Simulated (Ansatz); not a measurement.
# Si: the cost of one run

Computed with Ansatz 0.2.0 (DFT LDA, scalar-relativistic, plane waves, PAW, unless a step's input says otherwise).

2 further runs of the same task are left out: 2 set aside as unsound or not needed. Runs told in other sessions of the task aren't counted.

## (1) Starting point

It takes space group I4/mmm (No. 139, tetragonal). The conventional cell has a = 6.602 Å, b = 6.602 Å, c = 3.817 Å, α = 90.00°, β = 90.00°, γ = 90.00°. Si (site symmetry m2m) has 4 Si at 2.33 to 2.36 Å in its first shell of neighbours.

Structure file:

```
Si
1.0
    -3.30102    3.30102    1.90825
     3.30102   -3.30102    1.90825
     3.30102    3.30102   -1.90825
Si
4
Cartesian
  1.1807 1.1807 0.0000
  2.1203 2.1203 1.9083
  2.1203 -2.1203 1.9083
  -2.1203 2.1203 1.9083
```

It goes back to an entry of the Materials Project, which need not be the stable form.

It is the result of an earlier relaxation at this level (volume 20.79 Å³/atom; gap on the mesh: 0.20 eV).

## (3) Plan of the scan

Rigid slide and opening across a plane, one cut a cell; the plane is (−1 1 0) of the conventional cell.

The axes are (1) slide along 0 a1 + a2 (5.043 Å): 6 values from 0.000 to 0.833, periodic; (2) opening across the cut: 5 values from −0.25 to 2.20 Å.

Nothing else is relaxed (rigid halves). Energies count from the perfect crystal. Points are written as (first, second).

(The set-up runs are not shown.)

## (4) Grid point (0.000, −0.25 Å)

The input, input.yaml:

```yaml
crystal:
  lattice:
    - [0.0, 0.0, -3.8165079742]
    - [-3.3010168595, -3.3010168595, -1.9082539871]
    - [-9.7262738831, 9.7262738831, 1.9082539871]
  atoms:
    - { symbol: Si, position: [0.8479996791, 0.6423091254, 0.2787084836] }
    - { symbol: Si, position: [0.1873914029, 0.6423091254, 0.9574919312] }
    - { symbol: Si, position: [0.517695541, 0.6423091254, 0.6181002074] }
    - { symbol: Si, position: [0.4903088045, 0.3576908746, 0.2787084836] }
    - { symbol: Si, position: [0.8297005283, 0.3576908746, 0.9574919312] }
    - { symbol: Si, position: [0.1600046664, 0.3576908746, 0.6181002074] }
    - { symbol: Si, position: [0.0601570412, 0.0, 0.0607140823] }
    - { symbol: Si, position: [0.399548765, 0.0, 0.7394975299] }
    - { symbol: Si, position: [0.7298529031, 0.0, 0.4001058061] }
    - { symbol: Si, position: [0.2781514424, 0.0, 0.4967028849] }
    - { symbol: Si, position: [0.6084555805, 0.0, 0.1573111611] }
    - { symbol: Si, position: [0.9478473043, 0.0, 0.8360946087] }
basis:
  ecutwfc: 420
kpoints:
  mp_grid: { grid: [9, 7, 3] }
hamiltonian:
  xc: lda
  pseudopotentials: { kind: paw, azcp: { folder: soft_1 } }
scf:
  occupations: { method: gaussian, width: 0.03 }
output:
  forces: true
  stress: true
  eigenvalues: true
```

Run with:

```console
$ ansatz run input.yaml --threads 2 --pin off --max-ram 4096MiB --backend cpu --events-out ev --progress --plain --runs-dir out
```

**Question.** How long does this run take on 2 threads of Arm Neoverse N1, shared host, and how much memory does it need?

About 60 s, with a peak of 0.81 GiB.
